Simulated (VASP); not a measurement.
# HfC (Fm-3m) in VASP: further runs

The runs below take HfC through relaxation of cell and atoms, with vdW-DF, PBE, LDA.

Everything below comes from runs of VASP 6.6.1. Logs are shortened: lines on timing, memory, paths and dates and some standing lists are left out, and cuts for length are marked.

## Step 1: The structure

The structure is cubic, space group Fm-3m (No. 225). Conventional cell: a = 4.650 Å, b = 4.650 Å, c = 4.650 Å, α = 90.00°, β = 90.00°, γ = 90.00°. Around Hf (site symmetry m-3m) lie 6 C at 2.33 Å. C (site symmetry m-3m) has 6 Hf at 2.33 Å as nearest neighbours.

## Step 2: Relaxation of cell and atoms, vdW-DF

File INCAR:

```
SYSTEM = HfC
PREC = Accurate ; ENCUT = 600
EDIFF = 1E-6 ; ISMEAR = -1
SIGMA = 0.05 ; LREAL = .False.
LASPH = .True. ; NELM = 100
ALGO = Fast ; ISIF = 3
LWAVE = .False. ; LCHARG = .False.
GGA = RE ; LUSE_VDW = .True.
AGGAC = 0.0 ; IBRION = 2
NSW = 60 ; EDIFFG = -0.005
```

File KPOINTS:

```
regular mesh
0
Gamma
  10 10 10
  0 0 0
```

File POSCAR:

```
HfC
1.0
    0.0000000000      2.3250000000      2.3250000000
    2.3250000000      0.0000000000      2.3250000000
    2.3250000000      2.3250000000      0.0000000000
Hf C
1 1
Direct
    0.5000000000      0.5000000000      0.5000000000
    0.0000000000      0.0000000000      0.0000000000
```

Potentials or basis: VASP PAW PBE potentials, release 64 (Hf_pv, C).

Command:

```bash
> cat potpaw_PBE.64/Hf_pv/POTCAR potpaw_PBE.64/C/POTCAR > POTCAR
> mpirun -np 1 vasp_std > vasp.out
```

OUTCAR:

```text
SYSTEM = HfC
   PREC = Accurate
   ENCUT = 600
   EDIFF = 1E-6
   ISMEAR = -1
   LREAL = .False.
   LASPH = .True.
   NELM = 100
   ISIF = 3
   GGA = RE
   IBRION = 2
   NSW = 60
   EDIFFG = -0.005

 ion  position               nearest neighbor table
   1  0.500  0.500  0.500-   2 2.33   2 2.33   2 2.33   2 2.33   2 2.33   2 2.33
   2  0.000  0.000  0.000-   1 2.33   1 2.33   1 2.33   1 2.33   1 2.33   1 2.33

  LATTYP: Found a face centered cubic cell.
 ALAT       =     4.6500000000

  Lattice vectors:

 A1 = (   0.0000000000,   2.3250000000,   2.3250000000)
 A2 = (   2.3250000000,   0.0000000000,   2.3250000000)
 A3 = (   2.3250000000,   2.3250000000,   0.0000000000)

Analysis of symmetry for initial positions (statically):
=====================================================================
 Subroutine PRICEL returns:
 Original cell was already a primitive cell.

 Routine SETGRP: Setting up the symmetry group for a
 face centered cubic supercell.

 Subroutine GETGRP returns: Found 48 space group operations
 (whereof 48 operations were pure point group operations)
 out of a pool of 48 trial point group operations.

The static configuration has the point symmetry O_h .

Analysis of symmetry for dynamics (positions and initial velocities):
=====================================================================
 Subroutine PRICEL returns:
 Original cell was already a primitive cell.

 Routine SETGRP: Setting up the symmetry group for a
 face centered cubic supercell.

 Subroutine GETGRP returns: Found 48 space group operations
 (whereof 48 operations were pure point group operations)
 out of a pool of 48 trial point group operations.

The dynamic configuration has the point symmetry O_h .

 Subroutine INISYM returns: Found 48 space group operations
 (whereof 48 operations are pure point group operations),
 and found     1 'primitive' translations

----------------------------------------------------------------------------------------

                                     Primitive cell

  volume of cell :      25.1362

  direct lattice vectors                    reciprocal lattice vectors
     0.000000000  2.325000000  2.325000000    -0.215053763  0.215053763  0.215053763
     2.325000000  0.000000000  2.325000000     0.215053763 -0.215053763  0.215053763
     2.325000000  2.325000000  0.000000000     0.215053763  0.215053763 -0.215053763

  length of vectors
     3.288046533  3.288046533  3.288046533     0.372484045  0.372484045  0.372484045

  position of ions in fractional coordinates (direct lattice)
[... 101 lines left out ...]
  Fermi-wavevector in a.u.,A,eV,Ry     =   1.346949  2.545365 24.684672  1.814272
  Thomas-Fermi vector in A             =   2.474740
   LORBIT       =      0    0 simple, 1 ext, 2 COOP (PROOUT), +10 PAW based schemes
   GGA     = RE    functional components
   LHFCALC =     F    Hartree Fock is set to
   AEXX    =    0.0000 exact exchange contribution
   IVDW_NL    =     1    kernel type
   BPARAM     = 6.3000
   IVDW    =     0    specifies the selected vdW correction
   LEPSILON=     F    determine dielectric tensor
   LRPA    =     F    only Hartree local field effects (RPA)
 conjugate gradient relaxation of ions
 non-spin polarized calculation
 RMM-DIIS sequential band-by-band and
  energy-cutoff  :      600.00
  volume of cell :       25.14
 maximum number of plane-waves:       869
 NGX is ok and might be reduce to    28
   NGX = 13   NGY = 13   NGZ = 13

--------------------------------------- Ionic step        1  -------------------------------------------

 number of electron      14.0000000 magnetization

 Free energy of the ion-electron system (eV)
  ---------------------------------------------------
  ext. energy  EPLUGINS =         0.00000000
  ---------------------------------------------------
  free energy    TOTEN  =       -16.14722379 eV

  energy without entropy =      -16.14457065  energy(sigma->0) =      -16.14589722

------------------------ aborting loop because EDIFF is reached ----------------------------------------

  FORCE on cell =-STRESS in cart. coord.  units (eV):
  Direction    XX          YY          ZZ          XY          YZ          ZX
  --------------------------------------------------------------------------------------
  -------------------------------------------------------------------------------------
  Total        0.9959033      0.9959033      0.9959033     -0.0000000      0.0000000      0.0000000
  in kB       63.4788274     63.4788274     63.4788274     -0.0000000      0.0000000      0.0000000
  external PRESSURE =      63.4788274 kB  Pullay stress =       0.0000000 kB
[... 101 lines left out ...]
--------------------------------------- Ionic step        4  -------------------------------------------

 number of electron      14.0000001 magnetization

 Free energy of the ion-electron system (eV)
  ---------------------------------------------------
  ext. energy  EPLUGINS =         0.00000000
  ---------------------------------------------------
  free energy    TOTEN  =       -16.16032581 eV

  energy without entropy =      -16.15758497  energy(sigma->0) =      -16.15895539

 E-fermi :   5.8940     XC(G=0): -11.9677

 val. band max:        5.8559444112   @ k =   0.1000   0.0000   0.0000
 cond. band min:       5.9341499381   @ k =   0.2000   0.2000   0.0000
 fundamental gap:      0.0782055269
 Fermi energy:         5.8939607644

 k-point     1 :       0.0000    0.0000    0.0000
  band No.  band energies     occupation
      1     -24.0523      2.00000
      2     -24.0523      2.00000
      3     -24.0523      2.00000
      4      -6.3010      2.00000
      5       6.7956      0.00000
      6       6.7956      0.00000
      7       6.7956      0.00000
      8       7.2528      0.00000
      9       7.2528      0.00000
     10       7.2528      0.00000
     11       9.1410      0.00000
[... 309 lines left out ...]
 k-point    24 :       0.4000    0.3000    0.0000
  band No.  band energies     occupation
      1     -24.4807      2.00000
      2     -24.2254      2.00000
      3     -24.2075      2.00000
      4      -4.3261      2.00000
      5       2.2303      2.00000
      6       4.1663      2.00000
      7       5.1342      2.00000
      8       6.0867      0.04148
      9      11.0008      0.00000
     10      11.9461      0.00000
     11      12.0745      0.00000

 [... further k-points ...]

------------------------ aborting loop because EDIFF is reached ----------------------------------------

  FORCE on cell =-STRESS in cart. coord.  units (eV):
  Direction    XX          YY          ZZ          XY          YZ          ZX
  --------------------------------------------------------------------------------------
  -------------------------------------------------------------------------------------
  Total       -0.0005181     -0.0005181     -0.0005181      0.0000000      0.0000000      0.0000000
  in kB       -0.0321606     -0.0321606     -0.0321606      0.0000000      0.0000000      0.0000000
  external PRESSURE =      -0.0321606 kB  Pullay stress =       0.0000000 kB
[... 21 lines left out ...]
  energy  without entropy=      -16.1575849679  energy(sigma->0) =      -16.15895539

Total vdW correction in eV:      1.6574698

 reached required accuracy - stopping structural energy minimisation
```

It took 3.1 min on 1 thread of Intel Xeon Platinum 8259CL at 2.50GHz (Skylake/Cascade Lake), shared host; peak memory 0.34 GiB.

What came out:

- Free energy: -16.1603 eV
- Relaxed volume: 12.91 Å³/atom
- Relaxed cell: a = 3.317 Å, b = 3.317 Å, c = 3.317 Å, α = 60.00°, β = 60.00°, γ = 60.00°
- Space group after relaxing (to 0.05 Å): Fm-3m (No. 225)
- Energy gained by relaxing: 6.6 meV/atom
- Ionic steps: 4
- Pressure after relaxing: 0.0 GPa
- Band gap on the k mesh: none (metal or under the smearing width)

The path:
| step | energy change (eV) | largest force (eV/Å) | pressure (GPa) | volume (Å³) |
| --- | --- | --- | --- | --- |
| 1 | 0.0000 | 0.0000 | 6.35 | 25.14 |
| 2 | 0.0221 | 0.0000 | -9.40 | 26.99 |
| 3 | -0.0131 | 0.0000 | -0.15 | 25.83 |
| 4 | -0.0131 | 0.0000 | 0.00 | 25.81 |

Final structure:
```yaml
crystal:
  lattice:
    - [0.00000, 2.34567, 2.34567]
    - [2.34567, 0.00000, 2.34567]
    - [2.34567, 2.34567, 0.00000]
  atoms:
    - { symbol: Hf, position: [0.50000, 0.50000, 0.50000] }
    - { symbol: C, position: [0.00000, 0.00000, 0.00000] }
```

Levels at points of the mesh, in eV from the Fermi level:
| k point | band 4 | band 5 | band 6 | band 7 | band 8 | band 9 | band 10 | band 11 |
| --- | --- | --- | --- | --- | --- | --- | --- | --- |
| (0.00, 0.00, 0.00) | -12.19 | 0.90 | 0.90 | 0.90 | 1.36 | 1.36 | 1.36 | 3.25 |
| (0.50, 0.00, 0.00) | -8.70 | -5.97 | -2.94 | -2.94 | 5.04 | 5.04 | 5.52 | 6.59 |
| (0.50, 0.50, 0.00) | -10.38 | -2.59 | -1.62 | -0.18 | -0.18 | 5.04 | 6.36 | 6.36 |

Caveat: the PAW data sets were made with another functional, which shifts forces and pressure a little. The run has no spin-orbit coupling, so splittings on Hf are missing.

## Step 3: Relaxation of cell and atoms, PBE

File INCAR:

```
SYSTEM = HfC
PREC = Accurate ; ENCUT = 600
EDIFF = 1E-6 ; ISMEAR = -1
SIGMA = 0.05 ; LREAL = .FALSE.
LASPH = .TRUE. ; NELM = 80
ALGO = Fast ; ISIF = 3
LWAVE = .FALSE. ; LCHARG = .FALSE.
GGA = PE ; IBRION = 2
NSW = 60 ; EDIFFG = -0.01
```

File KPOINTS:

```
Automatic mesh
0
G
  10 10 10
  0 0 0
```

POSCAR is that of step 2.

Potentials or basis: VASP PAW PBE potentials, release 64 (Hf_pv, C).

Command:

```bash
> cat potpaw_PBE.64/Hf_pv/POTCAR potpaw_PBE.64/C/POTCAR > POTCAR
> mpirun -np 1 vasp_std > vasp.out
```

Wall time 48 s (1 thread of Intel Xeon Platinum 8375C at 2.90GHz (Ice Lake), shared host); peak memory 0.16 GiB.

The run converged. Its results:

```
Free energy                            : -21.0455 eV
Relaxed volume                         : 12.54 Å³/atom
Relaxed cell                           : a = 3.286 Å, b = 3.286 Å, c = 3.286 Å, α = 60.00°, β = 60.00°, γ = 60.00°
Space group after relaxing (to 0.05 Å) : Fm-3m (No. 225)
Energy gained by relaxing              : 0.0 meV/atom
Ionic steps                            : 3
Pressure after relaxing                : 0.0 GPa
Band gap on the k mesh                 : none (metal or under the smearing width)
```

Final structure:
```
Hf C
1.0
     0.00000    2.32330    2.32330
     2.32330    0.00000    2.32330
     2.32330    2.32330    0.00000
Hf C
1 1
Direct
  0.50000 0.50000 0.50000
  0.00000 0.00000 0.00000
```

Levels at points of the mesh, in eV from the Fermi level:
```
           k point  band 4  band 5  band 6  band 7  band 8  band 9  band 10  band 11
(0.00, 0.00, 0.00)  -12.35    0.97    0.97    0.97    1.36    1.36     1.36     3.37
(0.50, 0.00, 0.00)   -8.59   -6.18   -3.02   -3.02    5.30    5.30     5.77     6.53
(0.50, 0.50, 0.00)  -10.45   -2.61   -1.81   -0.12   -0.12    5.29     6.72     6.72
```

## Step 4: Relaxation of cell and atoms, LDA

File INCAR:

```
ALGO = Normal
EDIFF = 1E-6
EDIFFG = -0.01
ENCUT = 600
IBRION = 2
ISIF = 3
ISMEAR = -1
LASPH = True
LCHARG = False
LREAL = False
LWAVE = False
NELM = 80
NSW = 40
PREC = Accurate
SIGMA = 0.05
```

File KPOINTS:

```
k-points
0
Gamma
  10 10 10
```

POSCAR is that of step 3.

Potentials or basis: VASP PAW LDA potentials, release 64 (Hf_pv, C).

Command:

```bash
> cat potpaw_LDA.64/Hf_pv/POTCAR potpaw_LDA.64/C/POTCAR > POTCAR
> mpirun -np 1 vasp_std > vasp.out
```

It took 59 s on 1 thread of Intel Xeon Platinum 8375C at 2.90GHz (Ice Lake), shared host; peak memory 0.16 GiB.

Results (log left out):

* Free energy: -22.8955 eV
* Relaxed volume: 11.98 Å³/atom
* Relaxed cell: a = 3.236 Å, b = 3.236 Å, c = 3.236 Å, α = 60.00°, β = 60.00°, γ = 60.00°
* Space group after relaxing (to 0.05 Å): Fm-3m (No. 225)
* Energy gained by relaxing: 22.4 meV/atom
* Ionic steps: 4
* Pressure after relaxing: 0.0 GPa
* Band gap on the k mesh: none (metal or under the smearing width)

Step by step:
| step | energy change (eV) | largest force (eV/Å) | pressure (GPa) | volume (Å³) |
| --- | --- | --- | --- | --- |
| 1 | 0.0000 | 0.0000 | -11.67 | 25.14 |
| 2 | 0.1159 | 0.0000 | 27.68 | 21.95 |
| 3 | -0.0448 | 0.0000 | -0.34 | 23.98 |
| 4 | -0.0449 | 0.0000 | -0.03 | 23.96 |

Final structure:
```
Hf C
1.0
     0.00000    2.28805    2.28805
     2.28805    0.00000    2.28805
     2.28805    2.28805    0.00000
Hf C
1 1
Direct
  0.50000 0.50000 0.50000
  0.00000 0.00000 0.00000
```

Levels at points of the mesh, in eV from the Fermi level:
```tsv
k point	band 4	band 5	band 6	band 7	band 8	band 9	band 10	band 11
(0.00, 0.00, 0.00)	-12.41	1.03	1.03	1.03	1.29	1.29	1.29	3.45
(0.50, 0.00, 0.00)	-8.28	-6.37	-3.18	-3.18	5.47	5.47	5.99	6.86
(0.50, 0.50, 0.00)	-10.47	-2.46	-2.02	-0.02	-0.02	5.51	7.00	7.00
```

## Step 5: For comparison

An earlier run on the cell as given: functional PBE; potentials or basis VASP PAW PBE potentials, release 64 (Hf_pv, C); cutoff 520 eV; k mesh 10 × 10 × 10; occupations fermi-dirac, width 0.05 eV; no spin polarisation.

- Pressure: -0.4 GPa
- Band gap on the k mesh: none (metal or under the smearing width)

## Step 6: The runs side by side

```tsv
task	level	potentials or basis	cell	cutoff (eV)	gap on the mesh (eV)	pressure (GPa)	relaxed volume (Å³/atom)
relaxation of cell and atoms	vdW-DF	VASP PAW PBE potentials, release 64 (Hf_pv, C)	relaxed	600	none	0.0	12.91
relaxation of cell and atoms	PBE	VASP PAW PBE potentials, release 64 (Hf_pv, C)	relaxed	600	none	0.0	12.54
relaxation of cell and atoms	LDA	VASP PAW LDA potentials, release 64 (Hf_pv, C)	relaxed	600	none	0.0	11.98
single point	PBE	VASP PAW PBE potentials, release 64 (Hf_pv, C)	as given	520	none	-0.4	-
```

Alike in all rows: no spin polarisation; k mesh 10 × 10 × 10; smearing fermi-dirac 0.05 eV.

Caveats: the PAW data sets were made with another functional, which shifts forces and pressure a little (some runs).

Absolute energies hang on the potentials; compare differences alone.
